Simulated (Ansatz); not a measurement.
Starting structure, clean slab, lower planes held (Ag, Fm-3m (No. 225), (1 0 0) face):

```
Ag
1.0
     5.86501    0.00000    0.00000
     0.00000    5.86501    0.00000
     0.00000    0.00000   22.22079
Ag
16
Cartesian
  1.4663 1.4663 8.0000
  1.4663 4.3988 8.0000
  4.3988 1.4663 8.0000
  4.3988 4.3988 8.0000
  2.9325 2.9325 10.0736
  2.9325 0.0000 10.0736
  0.0000 2.9325 10.0736
  0.0000 0.0000 10.0736
  4.3988 4.3988 12.1472
  4.3988 1.4663 12.1472
  1.4663 4.3988 12.1472
  1.4663 1.4663 12.1472
  0.0000 0.0000 14.2208
  0.0000 2.9325 14.2208
  2.9325 0.0000 14.2208
  2.9325 2.9325 14.2208
```

Method: Ansatz, DFT PBE, scalar-relativistic, plane waves, PAW. Plane waves to 420 eV, a k mesh through Γ of 3×3×1 on the computed 16-atom cell and Gaussian smearing (0.10 eV); no spin polarisation. A dipole correction removes the field between periodic images along c.

Atoms 1, 2, 3, 4, 5, 6, 7, 8 (counted from 1) are held. The cell is fixed. Force threshold 0.03 eV/Å.

(1) Where does it end?

Answers

(1) The energy falls by 0.016 eV in 3 steps, to:

```
Ag
1.0
     5.86501    0.00000    0.00000
     0.00000    5.86501    0.00000
     0.00000    0.00000   22.22079
Ag
16
Cartesian
  1.4663 1.4663 8.0000
  1.4663 4.3988 8.0000
  4.3988 1.4663 8.0000
  4.3988 4.3988 8.0000
  2.9325 2.9325 10.0736
  2.9325 0.0000 10.0736
  0.0000 2.9325 10.0736
  0.0000 0.0000 10.0736
  4.3988 4.3988 12.1385
  4.3988 1.4663 12.1385
  1.4663 4.3988 12.1385
  1.4663 1.4663 12.1385
  0.0000 0.0000 14.1607
  0.0000 2.9325 14.1607
  2.9325 0.0000 14.1607
  2.9325 2.9325 14.1607
```